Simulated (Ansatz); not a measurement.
Runs of Ansatz 0.2.0 on ZnSe (Stilleite). Symmetry: F-43m, No. 216, cubic system. The conventional cell has a = 5.668 Å, b = 5.668 Å, c = 5.668 Å, α = 90.00°, β = 90.00°, γ = 90.00°. Se (site symmetry -43m) has 4 Zn at 2.45 Å as nearest neighbours. Zn (site symmetry -43m) has 4 Se at 2.45 Å as nearest neighbours. 

| level | gap on the mesh (eV) | pressure (GPa) | relaxed volume (Å³/atom) |
| --- | --- | --- | --- |
| RPBE | (a) | 0.0 | 24.49 |
| RPBE+D4 | (c) | 0.0 | 22.47 |
| RPBE+D3(BJ) | 1.83 | 0.0 | (b) |
| RPBE+D3(BJ)+ATM | 1.81 | 0.0 | 20.91 |

Alike in all rows: task relaxation of cell and atoms; potentials or basis all-electron LAPW, scalar-relativistic; no spin polarisation; cell relaxed; k mesh 8 × 8 × 8; smearing fermi-dirac 0.05 eV; basis error allowed 0.001 eV/atom.

Question: Fill in the values left out.

Answer: (a) 1.17; (b) 20.81; (c) 1.51.

A k mesh can miss the band edges, and the runs leave out spin-orbit coupling on Se.
